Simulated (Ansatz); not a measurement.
Input of an Ansatz 0.2.0 run:

input.yaml

```yaml
crystal:
  lattice:
    - [0.0, 2.96575, 2.96575]
    - [2.96575, 0.0, 2.96575]
    - [2.96575, 2.96575, 0.0]
  atoms:
    - { symbol: Pb, position: [0.0, 0.0, 0.0] }
    - { symbol: S, position: [0.5, 0.5, 0.5] }
hamiltonian:
  xc: pbe
  pseudopotentials: { kind: paw }
kpoints:
  mp_grid: { grid: [8, 8, 8] }
scf:
  occupations: { method: gaussian, width: 0.014 }
output:
  forces: true
  stress: true
  eigenvalues: true
```

Potentials or basis: Ansatz PAW.

Command:

```console
$ ansatz run input.yaml --threads 2 --pin off --max-ram 5632MiB --backend cpu --events-out ev --progress --plain --runs-dir out
```

Question: Predict the pressure.

Answer: 2.2 GPa.

Question: What does it give for the band gap on the k mesh?

Answer: 0.36 eV, direct.

Caveat: spin-orbit coupling is left out, which as a rule narrows the gap of such compounds by several tenths of an eV. A k mesh can miss the band edges.
